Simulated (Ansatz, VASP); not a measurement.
Two plane-wave programs on PbS

The input INCAR:

```
ALGO = Normal
EDIFF = 1E-6
ENCUT = 520
GGA = PE
ISIF = 2
ISMEAR = 0
LASPH = True
LCHARG = False
LREAL = False
LWAVE = False
NBANDS = 28
NELM = 80
PREC = Accurate
SIGMA = 0.1
```

KPOINTS

```
k-points
0
Gamma
  6 6 4
```

POSCAR

```
PbS
1.0
    4.5030000000      0.0000000000      0.0000000000
   -2.2515000000      3.8997123900      0.0000000000
    0.0000000000      0.0000000000      7.4088481300
Pb S
2 2
Direct
    0.3333333300      0.6666666700      0.3731349300
    0.6666666700      0.3333333300      0.8731349300
    0.3333333300      0.6666666700      0.0000000000
    0.6666666700      0.3333333300      0.5000000000
```

Input for Ansatz:

```yaml
crystal:
  lattice:
    - [4.503, 0.0, 0.0]
    - [-2.2515, 3.89971239, 0.0]
    - [0.0, 0.0, 7.40884813]
  atoms:
    - { symbol: Pb, position: [0.33333333, 0.66666667, 0.37313493] }
    - { symbol: Pb, position: [0.66666667, 0.33333333, 0.87313493] }
    - { symbol: S, position: [0.33333333, 0.66666667, 0.0] }
    - { symbol: S, position: [0.66666667, 0.33333333, 0.5] }
basis:
  ecutwfc: 420
kpoints:
  mp_grid: { grid: [6, 6, 4] }
hamiltonian:
  xc: pbe
scf:
  occupations: { method: gaussian, width: 0.1 }
  lower_state_search: "off"
output:
  forces: true
  stress: true
  eigenvalues: true
```

Alike in both runs: task single point; functional PBE; k mesh 6 × 6 × 4; occupations gaussian, width 0.1 eV; no spin polarisation.

```csv
,VASP,Ansatz
version,VASP 6.6.1,Ansatz 0.2.0
potentials or method,"VASP PAW PBE potentials, release 64 (Pb_d, S)","scalar-relativistic, plane waves, PAW"
plane-wave cutoff (eV),520,420
valence electrons in the cell,40,40
```

Ansatz gave:

- gap on the k mesh at the Fermi level (eV): 1.77
- least direct gap on the mesh (eV): 1.95
- pressure (GPa): 4.9
- largest component of the traceless stress (GPa): 0.50
- rms of the force components (eV/Å): 0.011

Estimate VASP's values.

gap on the k mesh at the Fermi level (eV): 1.77; least direct gap on the mesh (eV): 1.96; pressure (GPa): 4.8; largest component of the traceless stress (GPa): 0.50; rms of the force components (eV/Å): 0.011.

Atom by atom the forces differ by 0.000 eV/Å (rms over components).

Caveats: spin-orbit coupling is left out, which as a rule narrows the gap of such compounds by several tenths of an eV. A k mesh can miss the band edges.
